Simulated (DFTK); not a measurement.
# C (P6_3/mmc) in DFTK: reference runs

Reference runs on C: the cell as given.

The COD entry that gives the cell may itself be a prediction, so a difference from it is no test against experiment.

Program: DFTK 0.8.2. These are calculated values, not measurements. Logs are shortened: lines on timing, memory, paths and dates and some standing lists are left out, and cuts for length are marked.

### Step 1. The crystal as given

Symmetry: P6_3/mmc, No. 194, hexagonal system. Conventional cell: a = 2.522 Å, b = 2.522 Å, c = 12.356 Å, α = 90.00°, β = 90.00°, γ = 120.00°. Around C (site symmetry 3m) lie 4 C at 1.54 Å. C (site symmetry 3m) has 4 C at 1.54 Å as nearest neighbours. Around C (site symmetry 3m) lie 4 C at 1.54 Å.

This is a hexagonal form of diamond, not graphite.

### Step 2. Single point, PBE

Input file run.jl:

```julia
using DFTK
using PseudoPotentialData
using Unitful, UnitfulAtomic
using LinearAlgebra, Printf
include("save.jl")
disable_threading()

# lattice vectors are the columns
lattice = austrip(1u"Å") * [        2.5221       -1.26105            0.0;
                      0.0   2.1842026709            0.0;
                      0.0            0.0        12.3557]
symbols   = [:C, :C, :C, :C, :C, :C, :C, :C, :C, :C, :C, :C]
positions = [[0.6666666667, 0.3333333333, 0.35417],
             [0.3333333333, 0.6666666667, 0.85417],
             [0.6666666667, 0.3333333333, 0.14583],
             [0.3333333333, 0.6666666667, 0.64583],
             [0.6666666667, 0.3333333333, 0.47917],
             [0.3333333333, 0.6666666667, 0.97917],
             [0.6666666667, 0.3333333333, 0.02083],
             [0.3333333333, 0.6666666667, 0.52083],
             [0.0, 0.0, 0.8125],
             [0.0, 0.0, 0.3125],
             [0.0, 0.0, 0.6875],
             [0.0, 0.0, 0.1875]]
pseudopotentials = PseudoFamily("dojo.nc.sr.pbe.v0_4_1.standard.upf")
elements = Dict(s => ElementPsp(s, pseudopotentials) for s in unique(symbols))
atoms    = [elements[s] for s in symbols]

build_model(lattice, positions; symmetries=true) =
    model_DFT(lattice, atoms, positions;
              functionals=PBE(),
              temperature=austrip(0.05u"eV"),
              smearing=Smearing.FermiDirac(),
              symmetries)
Ecut  = 41.0  # hartree
kgrid = [12, 12, 3]
tol   = 1e-6
to_GPa = ustrip(uconvert(u"GPa", 1u"hartree/bohr^3"))

model = build_model(lattice, positions)
basis = PlaneWaveBasis(model; Ecut, kgrid)
display(basis)
scfres = self_consistent_field(basis;
                               tol,
                               nbandsalg=AdaptiveBands(model; n_bands_converge=30))
display(scfres.energies)
@printf "Fermi level: %.6f eV\n" ustrip(auconvert(u"eV", something(scfres.εF, NaN)))
forces = compute_forces_cart(scfres)
println("Forces (eV/Å)")
for (s, f) in zip(symbols, forces)
    @printf "%-3s %12.6f %12.6f %12.6f\n" s ustrip.(auconvert.(u"eV/Å", f))...
end
stress = compute_stresses_cart(scfres)
println("Stress (GPa)")
display(round.(stress * to_GPa; digits=4))
println("Levels at the first k-point (eV): ", round.(ustrip.(auconvert.(u"eV", scfres.eigenvalues[1][1:scfres.n_bands_converge])); digits=4))
save_scf!(scfres; forces, stress)
```

Potentials or basis: dojo.nc.sr.pbe.v0_4_1.standard.upf (PBE).

Command:

```bash
> julia --threads=1 run.jl  # save.jl only writes the numbers to a file and isn't shown; printed stress counts tension as positive; times include loading and compiling
```

Output:

```text
PlaneWaveBasis discretization:

    Ecut                 : 41.0 Ha
    fft_size             : (30, 30, 144), 129600 total points
    kgrid                : MonkhorstPack([12, 12, 3])
    num.   red. kpoints  : 432
    num. irred. kpoints  : 38

    Discretized Model(gga_x_pbe+gga_c_pbe, 3D):
        lattice (in Bohr)    : [4.76608   , -2.38304  , 0         ]
                               [0         , 4.12754   , 0         ]
                               [0         , 0         , 23.3489   ]
        unit cell volume     : 459.32 Bohr³

        atoms                : C₁₂
        pseudopot. family    : PseudoFamily("dojo.nc.sr.pbe.v0_4_1.standard.upf")

        num. electrons       : 48
        spin polarization    : none
        temperature          : 0.0018375 Ha
        smearing             : DFTK.Smearing.FermiDirac()

        terms                : Kinetic()
                               AtomicLocal()
                               AtomicNonlocal()
                               Ewald(nothing)
                               PspCorrection()
                               Hartree()
                               Xc(gga_x_pbe, gga_c_pbe)
                               Entropy()
n     Energy            log10(ΔE)   log10(Δρ)   Diag   Δtime
---   ---------------   ---------   ---------   ----   ------
  1   -72.18355742716                   -0.35   11.0    97.1s
  2   -72.21994245358       -1.44       -1.25    2.2    39.0s
  3   -72.22235363010       -2.62       -1.89    6.2    59.2s
  4   -72.22243860904       -4.07       -2.68    3.3    41.1s
  5   -72.22246362870       -4.60       -3.28    6.2    67.1s
  6   -72.22246414961       -6.28       -3.97    5.2    38.4s
  7   -72.22246417029       -7.68       -4.42    6.1    45.1s
  8   -72.22246417530       -8.30       -4.98    5.5    45.2s
  9   -72.22246417566       -9.44       -5.72    5.2    45.4s
 10   -72.22246417567      -10.92       -6.20    6.6    51.4s
Energy breakdown (in Ha):
    Kinetic             50.8403495
    AtomicLocal         -28.1777761
    AtomicNonlocal      -3.3969135
    Ewald               -76.6856352
    PspCorrection       5.4091633
    Hartree             5.8294267
    Xc                  -26.0410789
    Entropy             0.0000000

    total               -72.222464175675
Fermi level: 12.602112 eV
Forces (eV/Å)
C      -0.000000    -0.000000     0.310325
C       0.000000    -0.000000     0.310325
C      -0.000000    -0.000000    -0.310325
C       0.000000    -0.000000    -0.310325
C      -0.000000    -0.000000    -0.026764
C       0.000000    -0.000000    -0.026764
C      -0.000000    -0.000000     0.026764
C       0.000000    -0.000000     0.026764
C      -0.000000    -0.000000     0.329617
C      -0.000000    -0.000000     0.329617
C      -0.000000    -0.000000    -0.329617
C      -0.000000    -0.000000    -0.329617
Stress (GPa)
3×3 StaticArraysCore.SMatrix{3, 3, Float64, 9} with indices SOneTo(3)×SOneTo(3):
  0.4815  0.0      0.0
  0.0     0.4815  -0.0
 -0.0     0.0     -7.6906
Levels at the first k-point (eV): [-11.2053, -10.4602, -10.4152, -8.1957, -8.173, -5.4055, -3.1076, 0.9034, 0.9464, 6.512, 6.5874, 7.414, 7.414, 7.8649, 7.8649, 8.0204, 8.0204, 9.2539, 9.2539, 9.3968, 9.3968, 10.2342, 10.3849, 10.3849, 15.7206, 15.7206, 16.084, 16.796, 16.796, 17.303]
```

Run time: 12 min. Hardware: 1 thread of Intel Xeon Platinum 8259CL at 2.50GHz (Skylake/Cascade Lake), shared host; peak memory 2.9 GiB.

What came out:

* Free energy: -1965.2734 eV
* Pressure: 2.2 GPa
* Largest force: 0.330 eV/Å
* Band gap on the k mesh: 4.43 eV, indirect (least direct gap 5.34 eV)

Forces in eV/Å, atoms in the order of the input:
```
C    0.000  0.000  0.310
C    0.000  0.000  0.310
C    0.000  0.000 -0.310
C    0.000  0.000 -0.310
C    0.000  0.000 -0.027
C    0.000  0.000 -0.027
C    0.000  0.000  0.027
C    0.000  0.000  0.027
C    0.000  0.000  0.330
C    0.000  0.000  0.330
C    0.000  0.000 -0.330
C    0.000  0.000 -0.330
```

Caveat: an odd mesh through Γ misses points on the zone boundary, where band edges often lie. Expect the measured gap to be larger: semilocal functionals such as PBE lack the derivative discontinuity.
